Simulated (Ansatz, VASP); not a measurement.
# Ag: VASP beside Ansatz

```xyz
1
Lattice="-1.6126 1.6126 1.6126 1.6126 -1.6126 1.6126 1.6126 1.6126 -1.6126" Properties=species:S:1:pos:R:3 pbc="T T T"
Ag    0.0000    0.0000    0.0000
```

Alike in both runs: functional PBEsol; k mesh 18 × 18 × 18; occupations gaussian, width 0.1 eV; no spin polarisation.

Ansatz relaxed the structure, and its values are those at the end. VASP's run is a single point on that final structure, the one shown.

```csv
,VASP,Ansatz
version,VASP 6.6.1,Ansatz 0.2.0
potentials or method,"VASP PAW PBE potentials, release 64 (Ag)","scalar-relativistic, plane waves, PAW"
plane-wave cutoff (eV),520,420
valence electrons in the cell,11,19
```

```tsv
	VASP	Ansatz	Ansatz less VASP
gap on the k mesh at the Fermi level (eV)	none	none	-
pressure (GPa)	-0.2	0.0	+0.22
```

A gap of «none» marks a metal or a gap that the smearing closes. With one functional, cell and mesh, what is left measures potentials, basis and numerics. The two sets of potentials don't hold the same shells in valence.

Caveats: the PAW data sets were made with another functional, which shifts forces and pressure a little (VASP).
